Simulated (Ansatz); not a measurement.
A 10-atom cell of SrTiO3 from a materials database: a single-point calculation in Ansatz (LC-ωPBE). The cell was relaxed beforehand with r2SCAN.

```yaml
crystal:
  lattice:
    - [-2.7589050186, 2.7589050186, 3.9136137928]
    - [2.7589050186, -2.7589050186, 3.9136137928]
    - [2.7589050186, 2.7589050186, -3.9136137928]
  atoms:
    - { symbol: Sr, position: [0.75, 0.25, 0.5] }
    - { symbol: Sr, position: [0.25, 0.75, 0.5] }
    - { symbol: Ti, position: [0.0, 0.0, 0.0] }
    - { symbol: Ti, position: [0.5, 0.5, 0.0] }
    - { symbol: O, position: [0.7669008901, 0.2669008901, 0.0338017802] }
    - { symbol: O, position: [0.2669008901, 0.2330991099, 0.5] }
    - { symbol: O, position: [0.7330991099, 0.7669008901, 0.5] }
    - { symbol: O, position: [0.2330991099, 0.7330991099, 0.9661982198] }
    - { symbol: O, position: [0.75, 0.75, 0.0] }
    - { symbol: O, position: [0.25, 0.25, 0.0] }
kpoints:
  mp_grid: { grid: [4, 4, 4] }
hamiltonian:
  xc: lc_wpbe
scf:
  occupations: { method: fixed }
  n_extra_bands: 6
output:
  forces: true
  stress: true
  eigenvalues: true
  write_density: true
  write_potential: true
  elf: true
  volumetric_format: npy
```

Some lines of the output have been replaced by numbered gaps.
```
Functional definition: LC-wPBE
Crystal: 10 atoms, lattice volume = 119.155 Å³
Basis set: ecut = 420 eV, 2285 PW (Γ)
Bands: 46, of which v1, the nominal top of the filled ones, is band 40 counted from 1 (39 counted from 0)
[1]
[warm-up without exact exchange]
SCF 1 stopped early in 3 iterations: F = -15508.951856 eV  dr2 = 1.54e-4
[exact exchange on]
Exchange kernel: α = 0.0000 at short range, 1.0000 at long range (ω = 0.7559 Å⁻¹), several ranges, Wigner–Seitz truncation, v(0) = 13351.7652 eV·Å³, q-mesh 4×4×4
SCF 2 stopped early in 8 iterations: F = -15516.800502 eV  dr2 = 5.06e-5
hybrid outer 1: dexx = +4.750e-1 eV, tail = 8.86e-4 eV
SCF 3 converged in 7 iterations: F = -15516.805697 eV  dr2 = 4.58e-10
hybrid outer 2: dexx = +8.007e-5 eV, tail = 1.81e-6 eV, Δε = 2.81e-2 eV, ΔF = 1.21e-3 eV/Å
SCF 4 converged in 3 iterations: F = -15516.805710 eV  dr2 = 3.70e-9
hybrid outer 3: dexx = +7.727e-8 eV, tail = 1.37e-8 eV, Δε = 5.92e-4 eV, ΔF = 7.94e-5 eV/Å
Free energy (F): -15516.805710 eV
[2]
--- Forces (eV/Å), atoms counted from 1 ---
[3]
--- Stress (GPa, compression-positive) ---
       -3.572986       0.000000       0.000000
        0.000000      -3.572986       0.000000
        0.000000       0.000000      -3.548415
  P = ⅓ Tr σ = -3.5648 GPa (-35.648 kbar)
--- Band table (eV; the first three rows and the last of 13) ---
[4]
```

The rows of the band table are 0: (0, 0, 0) = Γ, 1: (0, 0, 1/4), 2: (0, 0, -1/2) = X, 12: (-1/2, -1/2, -1/2) = M.

**Question.** Fill in the blanks. They hold the forces, the Fermi energy and the band table, the symmetry found.

**Answer.**
```
[1]
Symmetry: 16 space group operations
Space group: I4/mcm (ITA 140)
[2]
Fermi energy:    5.894916 eV
[3]
  atom   1  Sr      0.00000      0.00000      0.00000
  atom   2  Sr      0.00000      0.00000      0.00000
  atom   3  Ti      0.00000      0.00000      0.00000
  atom   4  Ti      0.00000      0.00000      0.00000
  atom   5  O     -0.03397    -0.03397      0.00000
  atom   6  O       0.03397    -0.03397      0.00000
  atom   7  O     -0.03397      0.03397      0.00000
  atom   8  O       0.03397      0.03397      0.00000
  atom   9  O       0.00000      0.00000      0.00000
  atom  10  O       0.00000      0.00000      0.00000
[4]
  k-point 0: bands = […, 5.7092, 5.7112, 5.7112, 5.8060, 5.8949, 5.8949, 14.5501, 14.5501, 14.5628, 16.8105, …]
  k-point 1: bands = […, 4.0850, 5.1333, 5.1528, 5.4062, 5.4083, 5.8603, 14.6385, 15.8250, 15.8394, 16.8401, …]
  k-point 2: bands = […, 3.9058, 4.0554, 4.1394, 5.2319, 5.2354, 5.8156, 14.7308, 16.7561, 16.9434, 16.9652, …]
  k-point 12: bands = […, 3.8952, 4.0758, 4.0758, 5.2648, 5.2648, 5.7927, 14.7491, 16.8232, 16.8759, 16.8759, …]
```
The trailing digits, and the zero of the energies, depend on the potentials and thresholds.

The LC-ωPBE gap is direct at Γ: 8.66 eV. The gap is the least over the mesh and the extra points. The mean pressure at these positions is -3.6 GPa, compression counted positive. (The program warns that its thresholds are loose for a hybrid's stress.) The largest force is 0.05 eV/Å.

Wall time 2.4 min on 1 × NVIDIA H100 80GB HBM3 with 2 threads of AMD EPYC 7R13 Processor (Zen 3), on a shared host, load about 1.2 per core; peak host memory 2.9 GiB.

No spin polarisation and no zero-point or thermal motion.

The meshes of the hybrids are coarse, so their gaps aren't converged to the digits shown.
